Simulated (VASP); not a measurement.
# AlN (P6_3mc) in VASP: notebook

The runs below take AlN through dielectric tensor, with PBE.

Program: VASP 6.6.1. These are calculated values, not measurements. Logs are shortened: lines on timing, memory, paths and dates and some standing lists are left out, and cuts for length are marked.

## (1) The structure

It takes space group P6_3mc (No. 186, hexagonal). Conventional cell: a = 3.113 Å, b = 3.113 Å, c = 4.981 Å, α = 90.00°, β = 90.00°, γ = 120.00°. Al (site symmetry 3m) is surrounded by 4 N at 1.89 Å. N (site symmetry 3m) is surrounded by 4 Al at 1.89 Å.

## (2) Dielectric tensor, PBE

The input, INCAR:

```
PREC = Accurate
ENCUT = 340
EDIFF = 1E-8
ISMEAR = 0
SIGMA = 0.01
LREAL = False
LASPH = True
NELM = 100
ALGO = Normal
ISIF = 2
LWAVE = False
LCHARG = False
GGA = PE
LEPSILON = True
```

The input, KPOINTS:

```
regular mesh
0
Gamma
  9 9 5
```

The input, POSCAR:

```
AlN
1.0
    3.1130000000      0.0000000000      0.0000000000
   -1.5565000000      2.6959370820      0.0000000000
    0.0000000000      0.0000000000      4.9810000000
Al N
2 2
Direct
    0.6666666667      0.3333333333      0.5000000000
    0.3333333333      0.6666666667      0.0000000000
    0.6666666667      0.3333333333      0.8800000000
    0.3333333333      0.6666666667      0.3800000000
```

Potentials or basis: VASP PAW PBE potentials, release 64 (Al, N).

Run with:

```console
$ cat potpaw_PBE.64/Al/POTCAR potpaw_PBE.64/N/POTCAR > POTCAR
$ mpirun -np 1 vasp_std > vasp.out
```

OUTCAR:

```text
PREC = Accurate
   ENCUT = 340
   EDIFF = 1E-8
   ISMEAR = 0
   LREAL = False
   LASPH = True
   NELM = 100
   ISIF = 2
   GGA = PE
   LEPSILON = True

 Found     36 irreducible k-points:

 Following reciprocal coordinates:
            Coordinates               Weight
  0.000000  0.000000  0.000000      1.000000
  0.111111  0.000000  0.000000      6.000000
  0.222222  0.000000  0.000000      6.000000
  0.333333  0.000000  0.000000      6.000000
  0.444444  0.000000  0.000000      6.000000
  0.111111  0.111111  0.000000      6.000000
   k-points           NKPTS =     36   k-points in BZ     NKDIM =     36   number of bands    NBANDS=     12
   number of dos      NEDOS =    301   number of ions     NIONS =      4
   total plane-waves  NPLWV =  12000
   dimension x,y,z NGX =    20 NGY =   20 NGZ =   30
   dimension x,y,z NGXF=    40 NGYF=   40 NGZF=   60
   ions per type =               2   2
   NGX,Y,Z   is equivalent  to a cutoff of  10.68, 10.68, 10.01 a.u.
   NGXF,Y,Z  is equivalent  to a cutoff of  21.36, 21.36, 20.03 a.u.
 SYSTEM =  unknown system
   PREC   = accura    normal or accurate (medium, high low for compatibility)
   ISTART =      0    job   : 0-new  1-cont  2-samecut
   ICHARG =      2    charge: 1-file 2-atom 10-const
   ISPIN  =      1    spin polarized calculation?
   LNONCOLLINEAR =      F non collinear calculations
   LSORBIT =      F    spin-orbit coupling
   LASPH  =      T    aspherical Exc in radial PAW
   ENCUT  =  340.0 eV  24.99 Ry    5.00 a.u.   4.68  4.68  7.49*2*pi/ulx,y,z
   NELM   =    100;   NELMIN=  2; NELMDL= -5     # of ELM steps
   EDIFF  = 0.1E-07   stopping-criterion for ELM
   LREAL  =      F    real-space projection
   EDIFFG = 0.1E-06   stopping-criterion for IOM
   NSW    =      0    number of steps for IOM
   IBRION =     -1    ionic relax: 0-MD 1-quasi-New 2-CG
   NFREE  =      0    steps in history (QN), initial steepest desc. (CG)
   ISIF   =      2    stress and relaxation
   ISYM   =      2    0-nonsym 1-usesym 2-fastsym
   POTIM  = 0.5000    time-step for ionic-motion
   TEBEG  =    0.0;   TEEND  =   0.0 temperature during run
   PSTRESS=    0.0 pullay stress
   NELECT =      16.0000    total number of electrons
   NUPDOWN=      -1.0000    fix difference up-down
   EMIN   =  10.00;   EMAX   =-10.00  energy-range for DOS
   EFERMI =   0.00;   METHOD = LEGACY
   ISMEAR =     0;   SIGMA  =   0.01  broadening in eV -4-tet -1-fermi 0-gaus
   EFERMI_NEDOS =   21; number of points for ismear=-14 and -15
   IALGO  =     38    algorithm
   IMIX   =      4    mixing-type and parameters
     AMIX     =   0.40;   BMIX     =  1.00
     AMIX_MAG =   1.60;   BMIX_MAG =  1.00
  volume/ion in A,a.u.               =      10.45        70.52
  Fermi-wavevector in a.u.,A,eV,Ry     =   1.188629  2.246183 19.222843  1.412839
  Thomas-Fermi vector in A             =   2.324754
   LORBIT       =      0    0 simple, 1 ext, 2 COOP (PROOUT), +10 PAW based schemes
   GGA     = PE    functional components
   LHFCALC =     F    Hartree Fock is set to
   AEXX    =    0.0000 exact exchange contribution
   IVDW    =     0    specifies the selected vdW correction
   LEPSILON=     T    determine dielectric tensor
   LRPA    =     F    only Hartree local field effects (RPA)
 non-spin polarized calculation
 Gauss-broadening in eV      SIGMA  =   0.01
  energy-cutoff  :      340.00
  volume of cell :       41.80
 maximum number of plane-waves:       609
 NGX is ok and might be reduce to    20
   NGX =  9   NGY =  9   NGZ = 15

--------------------------------------- Ionic step        1  -------------------------------------------

 number of electron      16.0000001 magnetization

 E-fermi :   6.1671     XC(G=0): -10.9087

 val. band max:        6.1253853202   @ k =   0.0000   0.0000   0.0000
 cond. band min:      10.3193436152   @ k =   0.0000   0.0000   0.0000
 fundamental gap:      4.1939582951
 Fermi energy:         6.1670942077

 k-point     1 :       0.0000    0.0000    0.0000
  band No.  band energies     occupation
      1      -9.0726      2.00000
      2      -6.9361      2.00000
      3       0.1535      2.00000
      4       5.2941      2.00000
      5       5.2941      2.00000
      6       5.9461      2.00000
      7       5.9461      2.00000
      8       6.1254      2.00000
      9      10.3193      0.00000
     10      12.7807      0.00000
     11      16.8212      0.00000
     12      17.2975      0.00000

 k-point     2 :       0.1111    0.0000    0.0000
  band No.  band energies     occupation
      1      -8.9169      2.00000
      2      -6.8491      2.00000
      3       0.3427      2.00000
      4       4.5915      2.00000
      5       5.1087      2.00000
      6       5.2649      2.00000
      7       5.9265      2.00000
      8       6.0515      2.00000
      9      11.0178      0.00000
     10      13.3981      0.00000
     11      16.1570      0.00000
     12      16.3802      0.00000

 k-point     3 :       0.2222    0.0000    0.0000
  band No.  band energies     occupation
      1      -8.4750      2.00000
      2      -6.6324      2.00000
      3       0.8837      2.00000
      4       3.0879      2.00000
      5       4.0081      2.00000
      6       4.6897      2.00000
      7       5.7930      2.00000
      8       5.8032      2.00000
      9      12.1502      0.00000
     10      13.9154      0.00000
     11      14.5598      0.00000
     12      16.0077      0.00000

 k-point     4 :       0.3333    0.0000    0.0000
  band No.  band energies     occupation
      1      -7.8396      2.00000
      2      -6.4237      2.00000
      3       1.6489      2.00000
      4       1.7217      2.00000
      5       2.8302      2.00000
      6       4.3087      2.00000
      7       5.2526      2.00000
      8       5.6167      2.00000
      9      12.3801      0.00000
     10      12.8586      0.00000
     11      14.1070      0.00000
     12      16.5184      0.00000

 k-point     5 :       0.4444    0.0000    0.0000
  band No.  band energies     occupation
      1      -7.2381      2.00000
      2      -6.4047      2.00000
      3       0.8194      2.00000
      4       2.0912      2.00000
      5       2.5982      2.00000
      6       4.0909      2.00000
      7       4.5435      2.00000
      8       5.4977      2.00000
      9      12.0172      0.00000
     10      12.0696      0.00000
     11      14.3110      0.00000
     12      16.4914      0.00000

 k-point     6 :       0.1111    0.1111    0.0000
  band No.  band energies     occupation
      1      -8.6176      2.00000
      2      -6.6968      2.00000
      3       0.7057      2.00000
      4       3.7578      2.00000
      5       3.9720      2.00000
      6       5.0325      2.00000
      7       5.6846      2.00000
      8       5.8870      2.00000
      9      11.9431      0.00000
     10      14.2502      0.00000
     11      15.1286      0.00000
     12      15.3639      0.00000

 [... further k-points ...]

  FORCE on cell =-STRESS in cart. coord.  units (eV):
  Direction    XX          YY          ZZ          XY          YZ          ZX
  --------------------------------------------------------------------------------------
  -------------------------------------------------------------------------------------
  Total       -2.1483822     -2.1483822     -1.6888183      0.0000000      0.0000000      0.0000000
  in kB      -82.3411075    -82.3411075    -64.7273908      0.0000000      0.0000000      0.0000000
  external PRESSURE =     -76.4698686 kB  Pullay stress =       0.0000000 kB

 VOLUME and BASIS-vectors are now :
 -----------------------------------------------------------------------------
  energy-cutoff  :      340.00
  volume of cell :       41.80
      direct lattice vectors                 reciprocal lattice vectors
     3.113000000  0.000000000  0.000000000     0.321233537  0.185464269  0.000000000
    -1.556500000  2.695937082  0.000000000     0.000000000  0.370928538  0.000000000
     0.000000000  0.000000000  4.981000000     0.000000000  0.000000000  0.200762899

 POSITION                                       TOTAL-FORCE (eV/Angst)
 -----------------------------------------------------------------------------------
      1.55650      0.89865      2.49050        -0.000000      0.000000     -0.131083
     -0.00000      1.79729      0.00000         0.000000     -0.000000     -0.131083
      1.55650      0.89865      4.38328         0.000000      0.000000      0.131083
     -0.00000      1.79729      1.89278        -0.000000      0.000000      0.131083
 -----------------------------------------------------------------------------------
    total drift:                               -0.000000     -0.000000      0.000682

  FREE ENERGIE OF THE ION-ELECTRON SYSTEM (eV)
  ---------------------------------------------------
  free  energy   TOTEN  =       -29.7315963889 eV

  energy  without entropy=      -29.7315963889  energy(sigma->0) =      -29.73159639

 HEAD OF MICROSCOPIC STATIC DIELECTRIC TENSOR (INDEPENDENT PARTICLE, excluding Hartree and local field effects)
 ------------------------------------------------------
           4.590898     0.000000     0.000000
           0.000000     4.590898    -0.000000
           0.000000     0.000000     4.773346
 ------------------------------------------------------

 Free energy of the ion-electron system (eV)
  ---------------------------------------------------
  ---------------------------------------------------
  free energy    TOTEN  =        -0.43922517 eV

  energy without entropy =       -0.43922517

------------------------ aborting loop because EDIFF is reached ----------------------------------------

--------------------------------------- Ionic step        2  -------------------------------------------

------------------------ aborting loop because EDIFF is reached ----------------------------------------

--------------------------------------- Ionic step        3  -------------------------------------------

 Free energy of the ion-electron system (eV)
  ---------------------------------------------------
  ---------------------------------------------------
  free energy    TOTEN  =        -0.46258442 eV

  energy without entropy =       -0.46258442

------------------------ aborting loop because EDIFF is reached ----------------------------------------

 PIEZOELECTRIC TENSOR FIELD DIRECTION 3  (e Angst)
 -----------------------------------------------------------------------------
     0.68841  0.00000  0.00000           (  0.00379  0.00000  0.00000)
     0.00000  0.68841  0.00000           (  0.00000  0.00379 -0.00000)
    -0.00000 -0.00000 -1.03709           (  0.00000 -0.00000 -0.00148)

 PIEZOELECTRIC TENSOR FIELD DIRECTION 3  (C/m^2)
 -----------------------------------------------------------------------------
     0.26385  0.00000  0.00000
     0.00000  0.26385  0.00000
    -0.00000 -0.00000 -0.39748

 MACROSCOPIC STATIC DIELECTRIC TENSOR (including local field effects in DFT)
 ------------------------------------------------------
           4.448916     0.000000     0.000000
           0.000000     4.448916     0.000000
           0.000000     0.000000     4.648518
 ------------------------------------------------------

 PIEZOELECTRIC TENSOR (including local field effects)  for field in x, y, z        (e  Angst)
          XX          YY          ZZ          XY          YZ          ZX
  --------------------------------------------------------------------------------
  x     0.00000    -0.00000     0.00000    -0.00000     0.00000     0.88780
  y     0.00000    -0.00000    -0.00000     0.00000     0.88780     0.00000
  z     0.68841     0.68841    -1.03709     0.00000     0.00000     0.00000

 PIEZOELECTRIC TENSOR (including local field effects)  for field in x, y, z        (C/m^2)
          XX          YY          ZZ          XY          YZ          ZX
  --------------------------------------------------------------------------------
  x     0.00000    -0.00000     0.00000    -0.00000     0.00000     0.34027
  y     0.00000    -0.00000    -0.00000     0.00000     0.34027     0.00000
  z     0.26385     0.26385    -0.39748     0.00000     0.00000     0.00000

 BORN EFFECTIVE CHARGES (including local field effects) (in |e|, cummulative output)
 ---------------------------------------------------------------------------------
 ion    1
    1     2.50371     0.00000     0.00000
    2     0.00000     2.50371    -0.00000
    3     0.00000     0.00000     2.65895
 ion    2
    1     2.50371    -0.00000     0.00000
    2     0.00000     2.50371     0.00000
    3    -0.00000    -0.00000     2.65895
 ion    3
    1    -2.50371    -0.00000     0.00000
    2     0.00000    -2.50371    -0.00000
    3     0.00000     0.00000    -2.65895
 ion    4
    1    -2.50371     0.00000     0.00000
    2     0.00000    -2.50371     0.00000
    3    -0.00000     0.00000    -2.65895
```

Run time: 87 s. Hardware: 1 thread of AMD EPYC 7R13 (Zen 3), shared host; peak memory 0.15 GiB.

The run converged, but a check on its numbers failed (symmetry, net force, bounds or a known fault of this set-up), so they aren't taken as properties of the crystal.

Caveat: the cutoff lies under the usual one of these potentials, so the numbers hold a large basis-set error.

(Part 1 of 2 ends here.)
